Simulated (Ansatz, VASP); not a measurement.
# CoO in VASP and in Ansatz

The input INCAR:

```
SYSTEM = CoO
PREC = Accurate
ENCUT = 520
EDIFF = 1E-8
ISMEAR = -1
SIGMA = 0.05
LREAL = .False.
LASPH = .True.
NELM = 150
ALGO = Normal
ISIF = 2
LWAVE = .False.
LCHARG = .False.
ISPIN = 2
MAGMOM = 2 0
LORBIT = 11
LMAXMIX = 4
GGA = PE
LEFG = .True.
NBANDS = 18
```

File KPOINTS:

```
Automatic mesh
0
Gamma
  16 16 16
  0 0 0
```

Contents of POSCAR:

```
CoO
1.0
    0.0000000000      2.1733047310      2.1733047310
    2.1733047310      0.0000000000      2.1733047310
    2.1733047310      2.1733047310      0.0000000000
Co O
1 1
Direct
    0.0000000000      0.0000000000      0.0000000000
    0.5000000000      0.5000000000      0.5000000000
```

Input for Ansatz:

```yaml
crystal:
  lattice:
    - [0.0, 2.173304731, 2.173304731]
    - [2.173304731, 0.0, 2.173304731]
    - [2.173304731, 2.173304731, 0.0]
  atoms:
    - { symbol: Co, position: [0.0, 0.0, 0.0], spin: 2.0 }
    - { symbol: O, position: [0.5, 0.5, 0.5] }
magnetization:
  spin_polarized: true
kpoints:
  mp_grid: { grid: [16, 16, 16] }
scf:
  occupations: { method: fermi_dirac, width: 0.05 }
hamiltonian:
  xc: pbe
  pseudopotentials: { kind: all_electron, datasets: crystal }
output:
  forces: true
  stress: true
  eigenvalues: true
  efg: { contact_densities: true }
```

Change from the starting cell: volume scaled by 1.06, crystal datasets.

Alike in both runs: task electric field gradients; functional PBE; k mesh 16 × 16 × 16; occupations fermi-dirac, width 0.05 eV; collinear spin.

|  | VASP | Ansatz |
| --- | --- | --- |
| version | VASP 6.6.1 | Ansatz 0.2.0 |
| potentials or method | VASP PAW PBE potentials, release 64 (Co, O) | all-electron PAW with datasets made for the crystal, scalar-relativistic |
| plane-wave cutoff (eV) | 520 | see its input |

```tsv
	VASP	Ansatz	Ansatz less VASP
pressure (GPa)	-10.9	-10.7	+0.26
net moment per atom (μB)	1.49	1.50	+0.003
size of the moment on the site where the two differ most (μB)	2.62	2.55	-0.061
Vzz of the field gradient on the site that differs most (V/Å²)	0.0	0.0	0.00
```

Site moments also hang on the region over which each program counts them. Ansatz ran all-electron here, so the differences hold the error of VASP's frozen core and of both bases.

Caveats: a cell with one magnetic atom can't hold antiferromagnetic order, which such compounds often take; semilocal functionals often make such compounds metallic where correlation or magnetic order opens a gap, which also shifts bond lengths.
